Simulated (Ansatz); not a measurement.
# ZrC: the cost of one run

Method: DFT PBE, scalar-relativistic, plane waves, PAW, in Ansatz 0.2.0.

2 further runs of the same task are left out: 1 that didn't finish, 1 set aside as unsound or not needed.

## 1. Starting point

It takes space group Fm-3m (No. 225, cubic). Conventional cell: a = 4.700 Å, b = 4.700 Å, c = 4.700 Å, α = 90.00°, β = 90.00°, γ = 90.00°. Around Zr (site symmetry m-3m) lie 6 C at 2.35 Å. C (site symmetry m-3m) is surrounded by 6 Zr at 2.35 Å.

As a file:

```
Zr C
1.0
     0.00000    2.35021    2.35021
     2.35021    0.00000    2.35021
     2.35021    2.35021    0.00000
Zr C
1 1
Direct
  0.50000 0.50000 0.50000
  0.00000 0.00000 0.00000
```

The structure comes from the Crystallography Open Database.

## 2. A distortion of lower symmetry

What differs from the listed cell: strain xx, yy, zz, yz, xz, xy = -3.2, -3.2, -3.2, +6.0, -6.0, +6.0 %; atoms moved by 0.03 Å root mean square, at most 0.03 Å.

Input file input.yaml:

```yaml
crystal:
  lattice:
    - [0.0, 2.4152873149, 2.4152873149]
    - [2.1332621149, 0.2820252, 2.1332621149]
    - [2.4152873149, 2.4152873149, 0.0]
  atoms:
    - { symbol: Zr, position: [0.5036848852, 0.4889453444, 0.5036848852] }
    - { symbol: C, position: [-0.0036848852, 0.0110546556, -0.0036848852] }
basis:
  ecutwfc: 420
kpoints:
  mp_grid: { grid: [15, 16, 15] }
hamiltonian:
  xc: pbe
scf:
  occupations: { method: gaussian, width: 0.1 }
output:
  forces: true
  stress: true
  eigenvalues: true
```

Command:

```
$ ansatz run input.yaml --threads 1 --pin off --max-ram 1331MiB --backend cpu --events-out ev --progress --plain --runs-dir out
```

**Question.** How long does this run take on 1 thread of an Arm CPU, shared host, and how much memory does it need?

About 28 s, with a peak of 0.62 GiB.
